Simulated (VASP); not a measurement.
Here is a VASP 6.6.1 calculation.

The input INCAR:

```
SYSTEM = VN
ALGO = Normal
AMIX = 0.2
AMIX_MAG = 0.8
BMIX = 1E-4
BMIX_MAG = 1E-4
EDIFF = 1E-7
EDIFFG = -0.005
ENCUT = 600
GGA = CA
IBRION = 2
ISIF = 3
ISMEAR = 1
ISPIN = 2
LASPH = .TRUE.
LCHARG = .FALSE.
LMAXMIX = 4
LORBIT = 11
LREAL = .FALSE.
LWAVE = .FALSE.
MAGMOM = 2 0
NELM = 150
NSW = 90
PREC = Accurate
SIGMA = 0.1
```

The input KPOINTS:

```
k-points
0
G
  16 16 16
  0 0 0
```

File POSCAR:

```
VN                                      
1.0
   -0.0000000000      2.0233321338      2.0233321338
    2.0233321338      0.0000000000      2.0233321338
    2.0233321338      2.0233321338     -0.0000000000
  V               N             
     1     1
Direct
     0.0000000000000000    1.0000000000000000    0.0000000000000000
     0.5000000000000000    0.5000000000000000    0.5000000000000000
```

Potentials or basis: VASP PAW LDA potentials, release 64 (V_sv, N).

Launch:

```sh
$ cat potpaw_LDA.64/V_sv/POTCAR potpaw_LDA.64/N/POTCAR > POTCAR
$ mpirun -np 1 vasp_std > vasp.out
```

Problem. Predict the band gap on the k mesh.

Solution. None (metal or under the smearing width).

Problem. Estimate the net moment.

Solution. 0.00 μB per cell.

Final structure:
```
CELL_PARAMETERS angstrom
0.00000 2.02333 2.02333
2.02333 0.00000 2.02333
2.02333 2.02333 0.00000
ATOMIC_POSITIONS crystal
V 0.00000 0.00000 0.00000
N 0.50000 0.50000 0.50000
```

Caveat: the relaxation stopped at its first step, so nothing moved. With open d or f shells a metallic result of LDA can be an artefact of self-interaction; +U or a hybrid may open a gap.
